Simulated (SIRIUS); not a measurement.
## CaF2 (Fluorite) under changes of volume

One of the cells (13.851 Å³/atom); the others are scaled copies at fixed shape and fractional positions:

```xyz
3
Lattice="0.0000 2.7491 2.7491 2.7491 0.0000 2.7491 2.7491 2.7491 0.0000" Properties=species:S:1:pos:R:3 pbc="T T T"
Ca    0.0000    0.0000    0.0000
F     4.1236    4.1236    4.1236
F     1.3745    1.3745    1.3745
```

| Quantity | Value |
| --- | --- |
| Program | SIRIUS 7.12.0 |
| Functional | PBEsol |
| Potentials or basis | all-electron FP-LAPW |
| Cutoff | 273 eV |
| Basis | apw+lo standard |
| k mesh | 8 × 8 × 8 |
| Occupations | fermi-dirac, width 0.05 eV |
| Spin | no spin polarisation |

```csv
volume (Å³/atom),energy over the lowest point (meV/atom),gap on the mesh (eV)
12.764,?,?
13.036,1.18,7.35
13.308,0.00,7.23
13.851,6.84,7.00
14.122,13.84,6.89
14.394,22.89,6.79
```

Question: What does the run at 12.764 Å³/atom give?

Answer: Energy over the lowest point 5.39 meV/atom; gap on the mesh 7.48 eV.

Worked out: A Birch-Murnaghan fit of order 3 (a polynomial in V^(-2/3)) to the other rows has its minimum at 13.26 Å³/atom with B0 = V·E''(V) = 95 GPa and B' = 6.9. It gives 6.11 meV/atom at 12.764 Å³/atom, against the run's 5.39. A straight line through the other rows of the gap, of slope -5.68 eV per unit of ln V, extrapolates to 7.47 eV, against the run's 7.48.

Energies are extrapolated to zero smearing.

A mesh can miss the band edges.
